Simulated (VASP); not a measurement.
# Au (Im-3m) in VASP: further runs, part 2 of 2

VASP 6.6.1. Earlier steps stand in the parts before.

## Step 5: Single point, r2SCAN

The input, POSCAR:

```
Au
1.0
   -1.6381720199      1.6381720199      1.6381720199
    1.6381720199     -1.6381720199      1.6381720199
    1.6381720199      1.6381720199     -1.6381720199
Au
1
Direct
    0.0000000000      0.0000000000      0.0000000000
```

The input, INCAR.step1:

```
SYSTEM = Au
ALGO = Normal
EDIFF = 1E-4
ENCUT = 520
GGA = PE
ISMEAR = 0
LASPH = .True.
LCHARG = .False.
LREAL = .False.
LWAVE = .True.
NBANDS = 12
NELM = 80
PREC = Accurate
SIGMA = 0.05
```

The input, INCAR.step2:

```
SYSTEM = Au
ALGO = Normal
EDIFF = 1E-7
ENCUT = 520
ISIF = 2
ISMEAR = 0
ISTART = 1
LASPH = .True.
LCHARG = .False.
LMIXTAU = .True.
LREAL = .False.
LWAVE = .False.
METAGGA = R2SCAN
NBANDS = 12
NELM = 80
PREC = Accurate
SIGMA = 0.05
```

The input, KPOINTS:

```
k-points
0
Gamma
  18 18 18
  0 0 0
```

Potentials or basis: VASP PAW PBE potentials, release 64 (Au).

Launch:

```
> cat potpaw_PBE.64/Au/POTCAR > POTCAR
> cp INCAR.step1 INCAR
> mpirun -np 1 vasp_std > vasp.out
> cp INCAR.step2 INCAR
> mpirun -np 1 vasp_std > vasp.out
```

OUTCAR:

```text
SYSTEM = Au
   EDIFF = 1E-7
   ENCUT = 520
   ISIF = 2
   ISMEAR = 0
   ISTART = 1
   LASPH = .True.
   LREAL = .False.
   METAGGA = R2SCAN
   NELM = 80
   PREC = Accurate

 ion  position               nearest neighbor table
   1  0.000  0.000  0.000-

  LATTYP: Found a body centered cubic cell.
 ALAT       =     3.2763440398

  Lattice vectors:

 A1 = (  -1.6381720199,   1.6381720199,   1.6381720199)
 A2 = (   1.6381720199,  -1.6381720199,   1.6381720199)
 A3 = (   1.6381720199,   1.6381720199,  -1.6381720199)

Analysis of symmetry for initial positions (statically):
=====================================================================
 Subroutine PRICEL returns:
 Original cell was already a primitive cell.

 Routine SETGRP: Setting up the symmetry group for a
 body centered cubic supercell.

 Subroutine GETGRP returns: Found 48 space group operations
 (whereof 48 operations were pure point group operations)
 out of a pool of 48 trial point group operations.

The static configuration has the point symmetry O_h .

Analysis of symmetry for dynamics (positions and initial velocities):
=====================================================================
 Subroutine PRICEL returns:
 Original cell was already a primitive cell.

 Routine SETGRP: Setting up the symmetry group for a
 body centered cubic supercell.

 Subroutine GETGRP returns: Found 48 space group operations
 (whereof 48 operations were pure point group operations)
 out of a pool of 48 trial point group operations.

The dynamic configuration has the point symmetry O_h .

 Subroutine INISYM returns: Found 48 space group operations
 (whereof 48 operations are pure point group operations),
 and found     1 'primitive' translations

----------------------------------------------------------------------------------------

                                     Primitive cell

  volume of cell :      17.5848

  direct lattice vectors                    reciprocal lattice vectors
[... 113 lines left out ...]
   IVDW    =     0    specifies the selected vdW correction
   LEPSILON=     F    determine dielectric tensor
   LRPA    =     F    only Hartree local field effects (RPA)
 non-spin polarized calculation
 Gauss-broadening in eV      SIGMA  =   0.05
  energy-cutoff  :      520.00
  volume of cell :       17.58
 maximum number of plane-waves:       490
 NGX is ok and might be reduce to    24
   NGX = 11   NGY = 11   NGZ = 11

 number of electron      11.0000001 magnetization

 Free energy of the ion-electron system (eV)
  ---------------------------------------------------
  ext. energy  EPLUGINS =         0.00000000
  ---------------------------------------------------
  free energy    TOTEN  =       -50.57506024 eV

  energy without entropy =      -50.57495112  energy(sigma->0) =      -50.57500568

 E-fermi :   8.9180     XC(G=0): -13.4062

 val. band max:        8.8973326556   @ k =   0.5000   0.5000   0.0556
 cond. band min:       8.9865112175   @ k =  -0.3333   0.3333   0.3333
 fundamental gap:      0.0891785619
 Fermi energy:         8.9180438604

 k-point     1 :       0.0000    0.0000    0.0000
  band No.  band energies     occupation
      1      -0.9219      2.00000
      2       3.8401      2.00000
      3       3.8401      2.00000
      4       3.8401      2.00000
      5       5.7243      2.00000
      6       5.7243      2.00000
      7      26.2351      0.00000
      8      26.2351      0.00000
      9      26.2351      0.00000
     10      33.5157      0.00000
     11      33.5157      0.00000
     12      33.5157      0.00000
[... 331 lines left out ...]
 k-point    24 :       0.3889    0.1111    0.0000
  band No.  band energies     occupation
      1       1.8492      2.00000
      2       2.9003      2.00000
      3       5.3358      2.00000
      4       5.6016      2.00000
      5       6.4100      2.00000
      6       9.0453      0.00032
      7      13.3749      0.00000
      8      21.1062      0.00000
      9      22.8889      0.00000
     10      30.7646      0.00000
     11      32.6066      0.00000
     12      32.8322      0.00000

 [... further k-points ...]

------------------------ aborting loop because EDIFF is reached ----------------------------------------

  FORCE on cell =-STRESS in cart. coord.  units (eV):
  Direction    XX          YY          ZZ          XY          YZ          ZX
  --------------------------------------------------------------------------------------
  -------------------------------------------------------------------------------------
  Total        0.0066605      0.0066605      0.0066605      0.0000000     -0.0000000      0.0000000
  in kB        0.6068432      0.6068432      0.6068432      0.0000000     -0.0000000      0.0000000
  external PRESSURE =       0.6068432 kB  Pullay stress =       0.0000000 kB

 VOLUME and BASIS-vectors are now :
 -----------------------------------------------------------------------------
  energy-cutoff  :      520.00
  volume of cell :       17.58
      direct lattice vectors                 reciprocal lattice vectors
    -1.638172020  1.638172020  1.638172020     0.000000000  0.305218252  0.305218252
     1.638172020 -1.638172020  1.638172020     0.305218252  0.000000000  0.305218252
     1.638172020  1.638172020 -1.638172020     0.305218252  0.305218252  0.000000000

 POSITION                                       TOTAL-FORCE (eV/Angst)
 -----------------------------------------------------------------------------------
      0.00000      0.00000      0.00000         0.000000      0.000000     -0.000000
 -----------------------------------------------------------------------------------
    total drift:                                0.000000      0.000000     -0.000000

  FREE ENERGIE OF THE ION-ELECTRON SYSTEM (eV)
  ---------------------------------------------------
  free  energy   TOTEN  =       -50.5750602446 eV

  energy  without entropy=      -50.5749511195  energy(sigma->0) =      -50.57500568
```

It took 47 s on 1 thread of Intel Xeon 6975P-C (Granite Rapids), shared host; peak memory 0.17 GiB.

Results:

```yaml
Free_energy: -50.5751 eV
Pressure: 0.1 GPa
Band_gap_on_the_k_mesh: none (metal or under the smearing width)
```

Caveat: the PAW data sets were made with another functional, which shifts forces and pressure a little. The run has no spin-orbit coupling, so splittings on Au are missing.

## Step 6: The runs side by side

```csv
level,cell,k mesh,gap on the mesh (eV),pressure (GPa)
r2SCAN,"Im-3m, 17.56 Å³/atom",18 × 18 × 18,none,0.3
PBE,"Im-3m, 16.98 Å³/atom",8 × 8 × 8,none,9.2
r2SCAN,"Im-3m, 17.58 Å³/atom",18 × 18 × 18,none,0.1
```

Alike in all rows: task single point; potentials or basis VASP PAW PBE potentials, release 64 (Au); no spin polarisation; cutoff (eV) 520; smearing gaussian 0.05 eV.

Every run on the cell as given and a fine mesh finds a metal. The pressure there spans 0.1 GPa (r2SCAN) to 9.2 GPa (PBE); a positive pressure means that this level wants a larger cell, a negative one a smaller.

Caveats: the PAW data sets were made with another functional, which shifts forces and pressure a little (some runs).

Absolute energies hang on the potentials; compare differences alone.
